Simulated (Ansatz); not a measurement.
Geometry optimisation in Ansatz: input, command and trajectory.

```yaml
crystal:
  lattice:
    - [3.2837807046, 0.0, 0.0]
    - [-1.6418903523, 2.8438375106, 0.0]
    - [0.0, 0.0, 5.1782632176]
  atoms:
    - { symbol: Hg, position: [0.6666666667, 0.3333333333, 0.75] }
    - { symbol: Hg, position: [0.3333333333, 0.6666666667, 0.25] }
basis:
  ecutwfc: 420
kpoints:
  mp_grid: { grid: [15, 15, 8] }
hamiltonian:
  xc: pbe
  dispersion: d3bj
scf:
  occupations: { method: gaussian, width: 0.1 }
output:
  forces: true
  stress: true
  eigenvalues: true
relax:
  adjacent_minimum: "off"
  f_tol: 0.01
  max_steps: 30
  cell: { stress_tol: 0.1, fix: [volume] }
```

```bash
ansatz run input.yaml --threads 1 --pin off --max-ram 2560MiB --backend cpu --events-out ev --progress --plain --runs-dir out
```

The calculation used DFT PBE+D3(BJ), scalar-relativistic, plane waves, PAW in Ansatz 0.2.0.

The volume is held at 0.94 times that of the relaxed cell.

Of 4 frames 3 are shown, positions in Å and forces in eV/Å; the SCF threshold varies from step to step. Steps run on the plane waves of an earlier cell, with a Pulay correction in the pressure. The basis is chosen afresh for the last frame, the zero of the energies, and at times for earlier ones too; energy and pressure step there, also at an unchanged geometry.

```xyz
2
Lattice="3.2838 0.0000 0.0000 -1.6419 2.8438 0.0000 0.0000 0.0000 5.1783" Properties=species:S:1:pos:R:3:forces:R:3 pbc="T T T" step=1 free_energy_over_end_meV_per_atom=0.09 pressure_GPa=1.33
Hg    1.6419    0.9479    3.8837    0.0000    0.0000    0.0000
Hg    0.0000    1.8959    1.2946    0.0000    0.0000    0.0000
2
Lattice="3.2859 0.0000 0.0000 -1.6429 2.8457 0.0000 0.0000 0.0000 5.1716" Properties=species:S:1:pos:R:3:forces:R:3 pbc="T T T" step=2 free_energy_over_end_meV_per_atom=0.06 pressure_GPa=1.34
Hg    1.6429    0.9486    3.8787    0.0000    0.0000    0.0000
Hg    0.0000    1.8971    1.2929    0.0000    0.0000    0.0000
2
Lattice="3.2963 0.0000 0.0000 -1.6481 2.8546 0.0000 0.0000 0.0000 5.1391" Properties=species:S:1:pos:R:3:forces:R:3 pbc="T T T" step=4 free_energy_over_end_meV_per_atom=0.00 pressure_GPa=1.34
Hg    1.6481    0.9515    3.8544    0.0000    0.0000    0.0000
Hg    0.0000    1.9031    1.2848    0.0000    0.0000    0.0000
```

Time: 25 s on 1 thread of Arm Neoverse V1, with other jobs on the host, peak memory 0.4 GiB.

Spin–orbit coupling is left out, which can shift energies with elements as heavy as these.